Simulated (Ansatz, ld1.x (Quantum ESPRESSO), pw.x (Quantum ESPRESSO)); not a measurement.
What a changed setting does to a pw.x run (bcc Os)

Potential: norm-conserving Troullier–Martins (Kleinman–Bylander form), ld1.x (Quantum ESPRESSO) 7.5, PBE; core [Xe] 4f14, reference 5d6 6s0.5 6p0; waves: 6s (bound): rc 1.95 bohr; 6p (bound, empty): rc 3.20 bohr; 5d (bound): rc 1.40 bohr; 5f channel at 0.05 Ry: rc 2.95 bohr; local part: all-electron potential smoothed inside 2.55 bohr (lloc = -2); core correction: a·sin(br)/r model core inside 1.10 bohr.

The reference run (k-mesh 15³, cutoffs 85/340 Ry, Fermi–Dirac 0.01 Ry, mixing_beta 0.4, conv_thr 1e-9, no spin) gives -3.66 GPa at 14.794 Å³/atom, where all-electron LAPW gives -0.02 GPa. This run, with its own iteration cap, changes ecutrho/ecutwfc to 16.

```
&control
  calculation='scf', prefix='x', pseudo_dir='./', outdir='./tmp', tstress=.true., disk_io='none'
/
&system
  ibrav=0, nat=1, ntyp=1, ecutwfc=85, ecutrho=1360, nbnd=11,
  occupations='smearing', smearing='fd', degauss=0.01
/
&electrons
  conv_thr=1e-09, mixing_beta=0.4, electron_maxstep=70
/
ATOMIC_SPECIES
Os 1.0 Os.UPF
CELL_PARAMETERS angstrom
  -1.54647133 1.54647133 1.54647133
  1.54647133 -1.54647133 1.54647133
  1.54647133 1.54647133 -1.54647133
ATOMIC_POSITIONS crystal
Os 0.0000 0.0000 0.0000
K_POINTS automatic
15 15 15 0 0 0
```

```bash
pw.x < Os.scf.in > Os.scf.out
```

How does the run end?

It converges in 13 iterations; the free energy moves by -1.6 meV/atom and the pressure by +0.05 GPa.

```
Message from routine setup:
     using ibrav=0 with symmetry is DISCOURAGED, use correct ibrav instead
     lattice parameter (alat)  =       5.0618  a.u.
     unit-cell volume          =      99.8349 (a.u.)^3
     number of electrons       =         8.00
     number of Kohn-Sham states=           11
     kinetic-energy cutoff     =      85.0000  Ry
     charge density cutoff     =    1360.0000  Ry
     scf convergence threshold =      1.0E-09
     Exchange-correlation= PBE
     number of k points=   120  Fermi-Dirac smearing, width (Ry)=  0.0100
     iteration #  1     ecut=    85.00 Ry     beta= 0.40
     total energy              =     -54.15875257 Ry
     estimated scf accuracy    <       0.88733958 Ry
     iteration #  2     ecut=    85.00 Ry     beta= 0.40
     total energy              =     -54.16876176 Ry
     estimated scf accuracy    <       0.09569254 Ry
     iteration #  3     ecut=    85.00 Ry     beta= 0.40
     total energy              =     -54.18927290 Ry
     estimated scf accuracy    <       0.00062037 Ry
     [... 7 iterations left out ...]
     iteration # 11     ecut=    85.00 Ry     beta= 0.40
     total energy              =     -54.18953656 Ry
     estimated scf accuracy    <          5.3E-09 Ry
     iteration # 12     ecut=    85.00 Ry     beta= 0.40
     total energy              =     -54.18953656 Ry
     estimated scf accuracy    <          2.6E-09 Ry
     iteration # 13     ecut=    85.00 Ry     beta= 0.40
     the Fermi energy is    18.1522 ev
!    total energy              =     -54.18953656 Ry
     estimated scf accuracy    <          5.9E-10 Ry
     smearing contrib. (-TS)   =      -0.00643286 Ry
     The total energy is F=E-TS. E is the sum of the following terms:
     one-electron contribution =      16.74371074 Ry
     hartree contribution      =       1.05643319 Ry
     xc contribution           =     -32.13408921 Ry
     ewald contribution        =     -39.84915841 Ry
     convergence has been achieved in  13 iterations
          total   stress  (Ry/bohr**3)                   (kbar)     P=      -36.04
     Message from routine punch:
     Nothing written, as per user request (disk_io='none')
```

The run took about 24 s on one core of a shared host (Neoverse-V2, 96 threads, 742 GiB, load 19).
